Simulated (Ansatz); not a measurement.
The system is Nb.

```
CELL_PARAMETERS angstrom
-1.66395 1.66395 1.66395
1.66395 -1.66395 1.66395
1.66395 1.66395 -1.66395
ATOMIC_POSITIONS crystal
Nb 0.00000 0.00000 0.00000
```

```yaml
Program: Ansatz 0.2.0
Task: relaxation of cell and atoms
Functional: RPBE
Dispersion: D4
Potentials_or_basis: Ansatz PAW
Cutoff: "420 eV (not typed: the program's choice for these potentials)"
k_mesh: 11 × 11 × 11
Occupations: fermi-dirac, width 0.05 eV
Spin: no spin polarisation
```

At the start: volume 18.43 Å³/atom.

Question: Where does the relaxation end?

Answer: It ends after 4 steps and the volume is 17.98 Å³/atom (-2.4 %); space group Im-3m (No. 229, to 0.05 Å).

The path:
| step | energy change (eV) | largest force (eV/Å) | volume (Å³) |
| --- | --- | --- | --- |
| 1 | 0.0000 | 0.0000 | 18.43 |
| 2 | -0.0057 | 0.0000 | 18.01 |
| 3 | -0.0057 | 0.0000 | 17.98 |
| 4 | -0.0057 | 0.0000 | 17.98 |

Final structure:
```cif
data_structure
_symmetry_space_group_name_H-M 'P 1'
_symmetry_Int_Tables_number 1
_cell_length_a 2.8587
_cell_length_b 2.8587
_cell_length_c 2.8587
_cell_angle_alpha 109.471
_cell_angle_beta 109.471
_cell_angle_gamma 109.471
_cell_volume 17.98
loop_
_atom_site_label
_atom_site_type_symbol
_atom_site_fract_x
_atom_site_fract_y
_atom_site_fract_z
_atom_site_occupancy
Nb1 Nb 0.00000 0.00000 0.00000 1
```

Caveat: the plane-wave basis is chosen anew once the cell has moved, so the energies of steps on either side of that aren't comparable; the PAW data sets come from PBE, with cores solved anew for the run's functional, which leaves a small shift of forces and pressure.
